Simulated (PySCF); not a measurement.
**TDDFT excited states: [C6H8N]+**

C₆H₈N (charge +1).
Geometry (GFN2-xTB, Å), atoms numbered from 1 in this order:
```xyz
15
C6H8N angstrom
N      2.168   -0.256   -0.098
C      0.692   -0.080   -0.036
C     -0.118   -1.202   -0.030
C     -1.492   -1.034    0.033
C     -2.034    0.240    0.090
C     -1.209    1.353    0.085
C      0.168    1.198    0.022
H      2.536   -0.574    0.810
H      2.418   -0.958   -0.808
H      2.616    0.640   -0.337
H      0.307   -2.193   -0.074
H     -2.134   -1.900    0.038
H     -3.104    0.366    0.136
H     -1.630    2.344    0.130
H      0.812    2.064    0.018
```

Computed, not measured: TDDFT CAM-B3LYP/def2-SVPD, vertical, gas phase, core orbitals frozen in the response in PySCF 2.14.0, density-fitted response routines.

**Question.** Predict the UV-vis stick spectrum at this level.

**Answer.** 

```tsv
state	E (eV)	ν̃ (cm⁻¹)	f	main configurations (H = HOMO, L = LUMO)
S1	5.57	44900	0.0047	H→L+1 (44%), H-1→L+2 (33%), H-1→L+1 (11%)
S2	6.22	50200	0.0023	H-1→L+1 (41%), H→L+2 (36%), H→L+1 (14%)
S3	6.55	52800	0.0002	H→L (96%)
S4	6.60	53190	0.0007	H-1→L (94%)
S5	7.15	57700	0.523	H→L+2 (34%), H-1→L+1 (26%), H-1→L+2 (22%)
S6	7.18	57890	0.579	H-1→L+2 (35%), H→L+1 (25%), H-1→L+1 (19%)
S7	7.95	64080	0.012	H→L+3 (66%), H→L+4 (12%), H→L+5 (9%)
S8	7.97	64290	0.0016	H-2→L+1 (90%)
```

Triplets, Tamm–Dancoff:

```tsv
state	E (eV)	λ (nm)	main configurations (H = HOMO, L = LUMO)
T1	4.19	296.2	H-1→L+1 (36%), H→L+2 (35%), H→L+1 (14%)
T2	4.82	257.4	H→L+1 (71%), H-1→L+2 (18%)
T3	4.87	254.6	H-1→L+1 (48%), H→L+2 (47%)
```

The lowest singlet comes at 223 nm (537 kJ/mol) in the ultraviolet; it is very weak; its leading configuration is HOMO→LUMO+1 (44%). The most intense listed level is S6 at 7.18 eV (173 nm, f = 0.579), 1.61 eV above S1. Löwdin shares by element: HOMO carbon 81% or more (atoms not listed hold the other 19%); LUMO hydrogen 53% or more, nitrogen 23% (atoms not listed hold the other 24%). Orbital energies (eV): HOMO-3 -16.05, HOMO-2 -15.80, HOMO-1 -13.23, HOMO -13.09, LUMO -4.01, LUMO+1 -3.88, LUMO+2 -3.68. Weighted by f, the mean energy of these states is 7.17 eV. The listed states span 2.40 eV, and the widest gap between neighbours is 0.77 eV (S6 to S7). No computed singlet lies in the visible range (380 to 750 nm); the lowest, at 223 nm, stands 2.30 eV above its violet end (3.26 eV). The window holds the lowest 8 singlets.
